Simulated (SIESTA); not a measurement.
## A self-consistent single point of CaF₂ (Fm-3m, 3 atoms in the cell) with SIESTA

Method of the run: GGA PBE, numerical atomic orbitals DZP, PseudoDojo PBE standard norm-conserving potentials (rewritten from UPF to PSML) (SIESTA 5.4.2).

Input as run:

```
# files in the folder: Ca.psml F.psml (PseudoDojo PBE standard)
SystemName  CaF2
SystemLabel caf2

NumberOfAtoms                3
NumberOfSpecies              2
%block ChemicalSpeciesLabel
  1 20 Ca
  2 9 F
%endblock ChemicalSpeciesLabel
LatticeConstant              1.0 Bohr
%block LatticeVectors
     0.000000000    5.227547489    5.227547489
     5.227547489    0.000000000    5.227547489
     5.227547489    5.227547489    0.000000000
%endblock LatticeVectors
AtomicCoordinatesFormat      Bohr
%block AtomicCoordinatesAndAtomicSpecies
     0.000000000    0.000000000    0.000000000  1
     7.841321233    7.841321233    7.841321233  2
     2.613773744    2.613773744    2.613773744  2
%endblock AtomicCoordinatesAndAtomicSpecies

XC.functional                GGA
XC.authors                   PBE
PAO.BasisSize                DZP
PAO.EnergyShift              0.01 Ry
MeshCutoff                   350 Ry
%block kgrid.MonkhorstPack
    7   0   0  0.0
    0   7   0  0.0
    0   0   7  0.0
%endblock kgrid.MonkhorstPack
OccupationFunction           FD
ElectronicTemperature        10 K

MaxSCFIterations             150
SCF.Mixer.Method             Broyden
SCF.Mixer.Weight             0.25
SCF.Mixer.History            8
SCF.DM.Tolerance             1.0E-05
Diag.ParallelOverK           true
WriteForces                  true
Charge.Mulliken              end
```

Output, abridged:

```
reinit: Reading from file input.fdf

reinit: System Name: CaF2
reinit: System Label: caf2

coor:   Atomic-coordinates input format  =     Cartesian coordinates
coor:                                            (in Bohr units)

siesta: Atomic coordinates (Bohr) and species
siesta:      0.00000   0.00000   0.00000  1        1
siesta:      7.84132   7.84132   7.84132  2        2
siesta:      2.61377   2.61377   2.61377  2        3

siesta: System type = bulk

initatomlists: Number of atoms, orbitals, and projectors:      3    35    44

siesta: ******************** Simulation parameters ****************************
redata: Spin configuration                          = none
redata: Time-Reversal Symmetry                      = T
redata: Number of Atomic Species                    =        2
redata: Mesh Cutoff                                 =   350.0000 Ry
redata: Net charge of the system                    =     0.0000 |e|
redata: Min. number of SCF Iter                     =        0
redata: Max. number of SCF Iter                     =      150
redata: SCF convergence failure will abort job
redata: SCF mix quantity                            = Hamiltonian
redata: Mix DM or H after convergence               =   F
redata: Recompute H after scf cycle                 =   F
redata: Mix DM in first SCF step                    =   T
redata: No kicks to SCF
redata: DM Mixing Weight for Kicks                  =     0.5000
redata: Require Harris convergence for SCF          =   F
redata: Harris energy tolerance for SCF             =     0.000100 eV
redata: Require DM convergence for SCF              =   T
redata: DM tolerance for SCF                        =     0.000010
redata: Require EDM convergence for SCF             =   F
redata: EDM tolerance for SCF                       =     0.001000 eV
redata: Require H convergence for SCF               =   T
redata: Hamiltonian tolerance for SCF               =     0.001000 eV
redata: Require (free) Energy convergence for SCF   =   F
redata: (free) Energy tolerance for SCF             =     0.000100 eV
redata: Using DFT-D3 dispersion                     =   F
redata: Using Saved Data (generic)                  =   F
redata: Method of Calculation                       = Diagonalization
redata: Electronic Temperature                      =    10.0000 K
redata: Number of TDED substeps                     =        3
redata: Dynamics option                             = Single-point calculation
redata: Save all siesta data in one NC              =   F
redata: ***********************************************************************

%block SCF.Mixers
  Broyden
%endblock SCF.Mixers

%block SCF.Mixer.Broyden
  # Mixing method
  method broyden

  # Mixing options
  weight 0.2500
  weight.linear 0.2500
  weight.prime 0.2500
  history 8
%endblock SCF.Mixer.Broyden

DM_history_depth set to one: no extrapolation allowed by default for geometry relaxation
Size of DM history Fstack: 1
Total number of electrons:    24.000000
Total ionic charge:    24.000000

* ProcessorY, Blocksize:    1  36

* Orbital distribution balance (max,min):    35    35

 Kpoints in:          196 . Kpoints trimmed:          172

siesta: k-grid: Number of k-points = 172
siesta: k-points from Monkhorst-Pack grid
siesta: k-cutoff (effective) =    13.692 Ang
siesta: k-point supercell and displacements
siesta: k-grid:     7     0     0      0.000
siesta: k-grid:     0     7     0      0.000
siesta: k-grid:     0     0     7      0.000

diag: Algorithm                                     = D&C
diag: Parallel over k                               =   F
diag: Use parallel 2D distribution                  =   F
diag: Parallel block-size                           = 36
diag: Parallel distribution                         =     1 x     1
diag: Used triangular part                          = Lower
diag: Absolute tolerance                            =  0.100E-15
diag: Orthogonalization factor                      =  0.100E-05
diag: Memory factor                                 =  1.0000

superc: Internal auxiliary supercell:     5 x     5 x     5  =     125
superc: Number of atoms, orbitals, and projectors:    375   4375   5500

                        Single-point calculation

superc: Internal auxiliary supercell:     5 x     5 x     5  =     125
superc: Number of atoms, orbitals, and projectors:    375   4375   5500

outcell: Unit cell vectors (Ang):
        0.000000    2.766299    2.766299
        2.766299    0.000000    2.766299
        2.766299    2.766299    0.000000

outcell: Cell vector modules (Ang)   :    3.912138    3.912138    3.912138
outcell: Cell angles (23,13,12) (deg):     60.0000     60.0000     60.0000
outcell: Cell volume (Ang**3)        :     42.3377
new_DM -- step:     1
Initializing Density Matrix...

Attempting to read DM from file... Failed...
DM filled with atomic data:

InitMesh: MESH = 36 x 36 x 36 = 46656
InitMesh: Mesh cutoff (required, used) =   350.000   351.051 Ry

stepf: Fermi-Dirac step function

        iscf     Eharris(eV)        E_KS(eV)     FreeEng(eV)     dDmax    Ef(eV) dHmax(eV)
   scf:    1    -2399.932197    -2398.794946    -2398.794946  1.099127 -6.002137  4.817345
   scf:    2    -2399.925690    -2399.437911    -2399.437911  0.147910 -6.552152  1.994200
   scf:    3    -2399.628969    -2399.575738    -2399.575738  0.107857 -7.141096  0.596392
   scf:    4    -2399.586584    -2399.582429    -2399.582429  0.037631 -7.504026  0.108925
   scf:    5    -2399.582635    -2399.582659    -2399.582659  0.005631 -7.509477  0.027860
   scf:    6    -2399.582724    -2399.582698    -2399.582698  0.004902 -7.486009  0.005250
   scf:    7    -2399.582699    -2399.582699    -2399.582699  0.000588 -7.480923  0.000181
   scf:    8    -2399.582699    -2399.582699    -2399.582699  0.000042 -7.480768  0.000092
   scf:    9    -2399.582699    -2399.582699    -2399.582699  0.000013 -7.480753  0.000069
   scf:   10    -2399.582699    -2399.582699    -2399.582699  0.000008 -7.480743  0.000063

SCF Convergence by DM+H criterion
max |DM_out - DM_in|         :     0.0000078130
max |H_out - H_in|      (eV) :     0.0000634485
SCF cycle converged after 10 iterations

Using DM_out to compute the final energy and forces

siesta: E_KS(eV) =            -2399.5827

siesta: E_KS - E_eggbox =     -2399.5827

siesta: Atomic forces (eV/Ang):
     1   -0.000000   -0.000000   -0.000000
     2   -0.000047   -0.000047   -0.000047
     3    0.000047    0.000047    0.000047
   Tot    0.000000    0.000000    0.000000
   Max    0.000047
   Res    0.000038    sqrt( Sum f_i^2 / 3N )
   Max    0.000047    constrained

Stress tensor Voigt[x,y,z,yz,xz,xy] (kbar):        3.68        3.68        3.68       -0.08       -0.08       -0.08
(Free)E + p*V (eV/cell)    -2399.6799
Target enthalpy (eV/cell)    -2399.5827

siesta: Program's energy decomposition (eV):
siesta: Ebs     =      -492.937839
siesta: Eions   =      3848.061641
siesta: Ena     =       745.509355
siesta: Ekin    =      1249.880981
siesta: Enl     =       -54.201435
siesta: Eso     =         0.000000
siesta: Edftu   =         0.000000
siesta: DEna    =        11.230932
siesta: DUscf   =         0.809711
siesta: DUext   =         0.000000
siesta: Ex      =      -474.616905
siesta: Ec      =       -30.133697
siesta: Exc     =      -504.750602
siesta: Eharris =     -2399.582699
siesta: Etot    =     -2399.582699
siesta: FreeEng =     -2399.582699

siesta: Stress tensor (static) (eV/Ang**3):
siesta:     0.002295   -0.000048   -0.000048
siesta:    -0.000048    0.002295   -0.000048
siesta:    -0.000048   -0.000048    0.002295

siesta: Cell volume =         42.337709 Ang**3

siesta: Pressure (static):
siesta:                Solid            Molecule  Units
siesta:          -0.00002499         -0.00002496  Ry/Bohr**3
siesta:          -0.00229473         -0.00229168  eV/Ang**3
siesta:          -3.67657048         -3.67168307  kBar

mulliken: Atomic and Orbital Populations:

Species: Ca
Atom  Qatom  Qorb
               3s      4s      4s      3py     3pz     3px     4py     4pz
               4px
   1  8.929   1.989   0.448  -0.095   1.997   1.997   1.997   0.199   0.199
              0.199

Species: F
Atom  Qatom  Qorb
               2s      2s      2py     2pz     2px     2py     2pz     2px
               3Pdxy   3Pdyz   3Pdz2   3Pdxz   3Pdx2-y2
   2  7.536   1.893  -0.014   2.127   2.127   2.127  -0.245  -0.245  -0.245
              0.002   0.002   0.002   0.002   0.002
   3  7.536   1.893  -0.014   2.127   2.127   2.127  -0.245  -0.245  -0.245
              0.002   0.002   0.002   0.002   0.002

mulliken: Qtot =       24.000

Mulliken Atomic Populations:
Atom #   charge [q] valence [e]  Species
     1     1.071342    8.928658  Ca
     2    -0.535671    7.535671  F
     3    -0.535671    7.535671  F
 Total    -0.000000
```

The run converged in 10 iterations.

The starting cell comes from a database of computed structures (which also holds hypothetical and non-ambient phases and stackings), without a prior relaxation at this level. Its lattice was rescaled by a random factor within 2.5 % of one. Values carry the incompleteness of an atom-centred basis.
